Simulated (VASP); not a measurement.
# Initial- and final-state core-level shifts of Al2Pd3

Aim: how the core levels of Al2Pd3 differ from atom to atom, with and without the screening of the hole.

Method: PBE; plane waves and PAW (Al, Pd), in the first sound run; inputs show where later runs differ, in VASP 6.6.1.

Most raw output is cut from this account.

### Step 1. Set-up

The cell holds 20 atoms: 8 Al and 12 Pd. Cell: a = 5.572 Å, b = 5.572 Å, c = 21.880 Å, α = 90.0°, β = 90.0°, γ = 90.0°. It derives from Pd. Overlayer: added Al, how one layer, both faces. Regions: layer 1, 4 atoms (4 Al); layer 2, 4 atoms (4 Pd); layer 3, 4 atoms (4 Pd); other layers, 8 atoms (4 Pd and 4 Al). Vacuum lies along c.

### Step 2. Relaxation

The free atoms are relaxed first inside the given cell, which is kept (ISIF = 0), since core levels depend on the positions.

File INCAR:

```
SYSTEM = Al2Pd3
PREC = Normal
ENCUT = 330
EDIFF = 1E-05
NELM = 100
ISMEAR = 0
SIGMA = 0.1
LREAL = Auto
ALGO = Fast
GGA = PE
NBANDS = 92
LWAVE = .FALSE.
LCHARG = .FALSE.
NCORE = 8
IBRION = 2
NSW = 50
ISIF = 0
EDIFFG = -0.05
```

File POSCAR:

```
Al2Pd3
1.0
    5.5720014357      0.0000000000      0.0000000000
    0.0000000000      5.5720014357      0.0000000000
    0.0000000000      0.0000000000     21.8800000000
Al Pd
8 12
Selective dynamics
Direct
    0.0000000000      0.0000000000      0.6800731260  T T T
    0.5000000000      0.0000000000      0.6800731260  T T T
    0.0000000000      0.5000000000      0.6800731260  T T T
    0.5000000000      0.5000000000      0.6800731260  T T T
    0.0000000000      0.0000000000      0.3199268740  T T T
    0.5000000000      0.0000000000      0.3199268740  T T T
    0.0000000000      0.5000000000      0.3199268740  T T T
    0.5000000000      0.5000000000      0.3199268740  T T T
    0.2500000000      0.2500000000      0.5900365630  T T T
    0.7500000000      0.2500000000      0.5900365630  T T T
    0.2500000000      0.7500000000      0.5900365630  T T T
    0.7500000000      0.7500000000      0.5900365630  T T T
    0.0000000000      0.0000000000      0.5000000000  F F F
    0.5000000000      0.0000000000      0.5000000000  F F F
    0.0000000000      0.5000000000      0.5000000000  F F F
    0.5000000000      0.5000000000      0.5000000000  F F F
    0.2500000000      0.2500000000      0.4099634370  T T T
    0.7500000000      0.2500000000      0.4099634370  T T T
    0.2500000000      0.7500000000      0.4099634370  T T T
    0.7500000000      0.7500000000      0.4099634370  T T T
```

File KPOINTS:

```
Automatic mesh
0
Gamma
3 3 1
0 0 0
```

Potentials, in the order of the species: Al and Pd (PBE family, release 64).

Run with:

```sh
$ mpirun -np 8 vasp_std
```

The job ended after 26 s (8 MPI ranks of AMD EPYC 9R45, shared host; peak memory 0.89 GiB).

The run keeps the 16 symmetry operations of its start, so it cannot find a distortion of lower symmetry.

Step by step:

| step | energy less that of the first step (eV) | largest force (eV/Å) |
| --- | --- | --- |
| 1 | 0.0000 | 1.3227 |
| 2 | -0.8862 | 0.7534 |
| 3 | -1.3997 | 0.2706 |
| 4 | -1.4109 | 0.1789 |
| 5 | -1.4105 | 0.1900 |
| 6 | -1.4335 | 0.1875 |
| 7 | -1.4896 | 0.0998 |
| 8 | -1.5354 | 0.0465 |

The atoms that moved most (Å):

| atom | dx | dy | dz | length |
| --- | --- | --- | --- | --- |
| Al1 | 0.000 | 0.000 | -0.236 | 0.236 |
| Al2 | 0.000 | 0.000 | -0.236 | 0.236 |
| Al3 | 0.000 | 0.000 | -0.236 | 0.236 |
| Al4 | 0.000 | 0.000 | -0.236 | 0.236 |
| Al5 | 0.000 | 0.000 | 0.236 | 0.236 |
| Al6 | 0.000 | 0.000 | 0.236 | 0.236 |
| Al7 | 0.000 | 0.000 | 0.236 | 0.236 |
| Al8 | 0.000 | 0.000 | 0.236 | 0.236 |

The relaxed structure:

```cif
data_structure
_symmetry_space_group_name_H-M 'P 1'
_symmetry_Int_Tables_number 1
_cell_length_a 5.5720
_cell_length_b 5.5720
_cell_length_c 21.8800
_cell_angle_alpha 90.000
_cell_angle_beta 90.000
_cell_angle_gamma 90.000
_cell_volume 679.31
loop_
_atom_site_label
_atom_site_type_symbol
_atom_site_fract_x
_atom_site_fract_y
_atom_site_fract_z
_atom_site_occupancy
Al1 Al 0.00000 0.00000 0.66930 1
Al2 Al 0.50000 0.00000 0.66930 1
Al3 Al 0.00000 0.50000 0.66930 1
Al4 Al 0.50000 0.50000 0.66930 1
Al5 Al 0.00000 0.00000 0.33070 1
Al6 Al 0.50000 0.00000 0.33070 1
Al7 Al 0.00000 0.50000 0.33070 1
Al8 Al 0.50000 0.50000 0.33070 1
Pd9 Pd 0.25000 0.25000 0.59410 1
Pd10 Pd 0.75000 0.25000 0.59410 1
Pd11 Pd 0.25000 0.75000 0.59410 1
Pd12 Pd 0.75000 0.75000 0.59410 1
Pd13 Pd 0.00000 0.00000 0.50000 1
Pd14 Pd 0.50000 0.00000 0.50000 1
Pd15 Pd 0.00000 0.50000 0.50000 1
Pd16 Pd 0.50000 0.50000 0.50000 1
Pd17 Pd 0.25000 0.25000 0.40590 1
Pd18 Pd 0.75000 0.25000 0.40590 1
Pd19 Pd 0.25000 0.75000 0.40590 1
Pd20 Pd 0.75000 0.75000 0.40590 1
```

This step gave:

```yaml
free_energy_toten: -96.3146 eV
energy_at_zero_smearing: -96.2807 eV
fermi_energy: 1.726 eV
```

The forces on the free atoms are under 0.05 eV/Å.

### Step 3. Initial state

The cell without a hole gives, with ICORELEVEL = 1, the Kohn-Sham core levels of the initial state.

File INCAR:

```
SYSTEM = Al2Pd3
PREC = Normal
ENCUT = 330
EDIFF = 1E-05
NELM = 120
ISMEAR = 0
SIGMA = 0.1
LREAL = Auto
ALGO = Fast
GGA = PE
NBANDS = 92
LORBIT = 11
LWAVE = .FALSE.
LCHARG = .FALSE.
KPAR = 2
NCORE = 4
ICORELEVEL = 1
ISIF = 0
LVHAR = .TRUE.
```

File POSCAR:

```
Al2Pd3
1.0
    5.5720014357      0.0000000000      0.0000000000
    0.0000000000      5.5720014357      0.0000000000
    0.0000000000      0.0000000000     21.8800000000
Al Pd
8 12
Direct
    0.0000000000      0.0000000000      0.6693000764
    0.5000000000      0.0000000000      0.6693000764
    0.0000000000      0.5000000000      0.6693000764
    0.5000000000      0.5000000000      0.6693000764
    0.0000000000      0.0000000000      0.3306999236
    0.5000000000      0.0000000000      0.3306999236
    0.0000000000      0.5000000000      0.3306999236
    0.5000000000      0.5000000000      0.3306999236
    0.2500000000      0.2500000000      0.5941031736
    0.7500000000      0.2500000000      0.5941031736
    0.2500000000      0.7500000000      0.5941031736
    0.7500000000      0.7500000000      0.5941031736
    0.0000000000      0.0000000000      0.5000000000
    0.5000000000      0.0000000000      0.5000000000
    0.0000000000      0.5000000000      0.5000000000
    0.5000000000      0.5000000000      0.5000000000
    0.2500000000      0.2500000000      0.4058968264
    0.7500000000      0.2500000000      0.4058968264
    0.2500000000      0.7500000000      0.4058968264
    0.7500000000      0.7500000000      0.4058968264
```

File KPOINTS:

```
Automatic mesh
0
Gamma
4 4 1
0 0 0
```

Run with:

```sh
$ mpirun -np 8 vasp_std
```

Wall time 12 s (8 MPI ranks); peak memory 1.3 GiB.

These are scalar-relativistic Kohn-Sham levels of the ground state, with no core hole, so they are not binding energies.

This step gave:

| Property | Result |
| --- | --- |
| free energy (TOTEN) | -96.0797 eV |
| energy at zero smearing | -96.0550 eV |
| Fermi energy | 1.776 eV |

The two shallowest core shells; atoms whose shallowest level rounds to another's at 0.01 eV are left out. Core levels, by row:

| atom | shell | level below the Fermi level (eV) |
| --- | --- | --- |
| Al1 | 2s | 103.6 |
| Al1 | 2p | 65.01 |
| Pd9 | 4s | 84.72 |
| Pd9 | 4p | 50.45 |
| Pd13 | 4s | 83.66 |
| Pd13 | 4p | 49.39 |

### Step 4. Core hole, atom Al4, shell 2p

This step: final-state core hole with the electron kept at the Fermi level, PBE; plane waves and PAW (Al, Al, Pd) (VASP 6.6.1).

A core electron of Al4 (2p) is moved to the Fermi level; this atom comes first in POSCAR as a species of its own.

INCAR: that of step 3 with these lines changed.

```diff
@@ -11,3 +11,2 @@
 NBANDS = 92
-LORBIT = 11
 LWAVE = .FALSE.
@@ -16,4 +15,7 @@
 NCORE = 4
-ICORELEVEL = 1
+ICORELEVEL = 2
+CLNT = 1
+CLN = 2
+CLL = 1
+CLZ = 1
 ISIF = 0
-LVHAR = .TRUE.
```

POSCAR: that of step 3 with these lines changed.

```diff
@@ -5,5 +5,6 @@
     0.0000000000      0.0000000000     21.8800000000
-Al Pd
-8 12
+Al Al Pd
+1 7 12
 Direct
+    0.5000000000      0.5000000000      0.6693000764
     0.0000000000      0.0000000000      0.6693000764
@@ -11,3 +12,2 @@
     0.0000000000      0.5000000000      0.6693000764
-    0.5000000000      0.5000000000      0.6693000764
     0.0000000000      0.0000000000      0.3306999236
```

KPOINTS is that of step 3.

The projector-augmented-wave data sets are Al, Al and Pd (PBE family, release 64).

Run with:

```sh
$ mpirun -np 8 vasp_std
```

Wall time 15 s (8 MPI ranks); peak memory 1.4 GiB.

This run has no spin polarisation.

Numbers from this step:

| Quantity | Value |
| --- | --- |
| free energy (TOTEN) | -104.3433 eV |
| energy at zero smearing | -104.3189 eV |
| Fermi energy | 1.778 eV |

This is the reference for holes on Al.

### Step 5. Core hole, atom Al3, shell 2p

The same hole on the next atom.

INCAR is that of step 4.

POSCAR: that of step 4 with these lines changed.

```diff
@@ -8,6 +8,6 @@
 Direct
-    0.5000000000      0.5000000000      0.6693000764
+    0.0000000000      0.5000000000      0.6693000764
     0.0000000000      0.0000000000      0.6693000764
     0.5000000000      0.0000000000      0.6693000764
-    0.0000000000      0.5000000000      0.6693000764
+    0.5000000000      0.5000000000      0.6693000764
     0.0000000000      0.0000000000      0.3306999236
```

KPOINTS is that of step 4.

Run with:

```sh
$ mpirun -np 8 vasp_std
```

It took 15 s on 8 MPI ranks; peak memory 1.3 GiB.

Against the hole on Al4 the energy differs by +0.00 eV.

### Step 6. Core hole, atom Pd9, shell 3d

This step: final-state core hole with the electron kept at the Fermi level, PBE; plane waves and PAW (Pd, Al, Pd) (VASP 6.6.1).

System of this step: Al2Pd3. The cell holds 20 atoms: 12 Pd and 8 Al. Its edges and angles: a = 5.572 Å, b = 5.572 Å, c = 21.880 Å, α = 90.0°, β = 90.0°, γ = 90.0°. It derives from Pd. Overlayer: added Al, how one layer, both faces. Vacuum lies along c.

A core electron of Pd9 (3d) is moved to the Fermi level; this atom comes first in POSCAR as a species of its own.

INCAR: that of step 5 with these lines changed.

```diff
@@ -17,4 +17,4 @@
 CLNT = 1
-CLN = 2
-CLL = 1
+CLN = 3
+CLL = 2
 CLZ = 1
```

POSCAR: that of step 5 with these lines changed.

```diff
@@ -5,8 +5,9 @@
     0.0000000000      0.0000000000     21.8800000000
-Al Al Pd
-1 7 12
+Pd Al Pd
+1 8 11
 Direct
-    0.0000000000      0.5000000000      0.6693000764
+    0.2500000000      0.2500000000      0.5941031736
     0.0000000000      0.0000000000      0.6693000764
     0.5000000000      0.0000000000      0.6693000764
+    0.0000000000      0.5000000000      0.6693000764
     0.5000000000      0.5000000000      0.6693000764
@@ -16,3 +17,2 @@
     0.5000000000      0.5000000000      0.3306999236
-    0.2500000000      0.2500000000      0.5941031736
     0.7500000000      0.2500000000      0.5941031736
```

KPOINTS is that of step 5.

The projector-augmented-wave data sets are Pd, Al and Pd (PBE family, release 64).

Run with:

```sh
$ mpirun -np 8 vasp_std
```

It took 13 s on 8 MPI ranks; peak memory 1.4 GiB; 1.7 min of CPU time.

This is the reference for holes on Pd.

### Step 7. Core hole, atom Pd13, shell 3d

INCAR is that of step 6.

POSCAR: that of step 6 with these lines changed.

```diff
@@ -8,3 +8,3 @@
 Direct
-    0.2500000000      0.2500000000      0.5941031736
+    0.0000000000      0.0000000000      0.5000000000
     0.0000000000      0.0000000000      0.6693000764
@@ -17,2 +17,3 @@
     0.5000000000      0.5000000000      0.3306999236
+    0.2500000000      0.2500000000      0.5941031736
     0.7500000000      0.2500000000      0.5941031736
@@ -20,3 +21,2 @@
     0.7500000000      0.7500000000      0.5941031736
-    0.0000000000      0.0000000000      0.5000000000
     0.5000000000      0.0000000000      0.5000000000
```

KPOINTS is that of step 6.

Run with:

```sh
$ mpirun -np 8 vasp_std
```

It took 13 s on 8 MPI ranks; peak memory 1.3 GiB; 96 s of CPU time.

Against the hole on Pd9 the energy differs by -1.22 eV.

### Step 8. Summary

This step: core-level shifts, PBE; plane waves and PAW (VASP 6.6.1).

Derived from the runs above.

A positive shift is a higher binding energy. Cost is wall time times ranks on a shared host. Core-level shifts:

| atom | region | shell | Kohn-Sham level below the Fermi level (eV) | initial-state shift (eV) | final-state shift (eV) | shifts are from | cost (core minutes) |
| --- | --- | --- | --- | --- | --- | --- | --- |
| Al4 | layer 1 | 2p | 65.01 | 0 | 0 | Al4 | 2 |
| Al3 | layer 1 | 2p | 65.01 | 0 | -3.00e-8 | Al4 | 2 |
| Pd9 | layer 2 | 3d | 325.2 | 0 | 0 | Pd9 | 1.76 |
| Pd13 | layer 3 | 3d | 324.1 | -1.064 | -1.222 | Pd9 | 1.68 |

### Step 9. Results

```json
{"Pd13 3d (layer 3), from Pd9": "initial state -1.06 eV, final state -1.22 eV"}
```

**Reading.** Against Pd9, Pd13 is shifted by -1.06 eV in the initial state and by -1.22 eV with the hole (energies extrapolated to zero smearing). Al3 has the level of the reference atom in both states, as equivalent sites do. Only these atoms were given a hole, so other sites aren't ranked. The difference of the two pictures holds the screening of the hole, but also the cell's limits: holes repeat 5.6 Å apart, and the electron from the core stays in the cell, where it moves the Fermi energy by +0.00 to +0.09 eV, less than the shifts themselves. Cell size, mesh and smearing weren't varied between the hole runs, and no dipole correction was applied to the slab. The other core electrons are frozen, spin-orbit splitting and multiplets are absent, and only shifts between atoms of one element are meaningful. Not tabulated here, as repeats of values shown or as unfit to read for their mesh, reference level or band range: core levels (core hole).

[Lines on the potential files, build, host, timing and source positions are cut from VASP's logs without a mark.]

[Logs are printed without paths, hosts, clocks, repeated set-up lines and the standing remarks that a program may print on its own settings, such as how far it seeks lower states.]

[Hosts, paths, dates, database ids (printed as entryN), source tags and the programs' standing remarks are cut or masked in the printed files.]
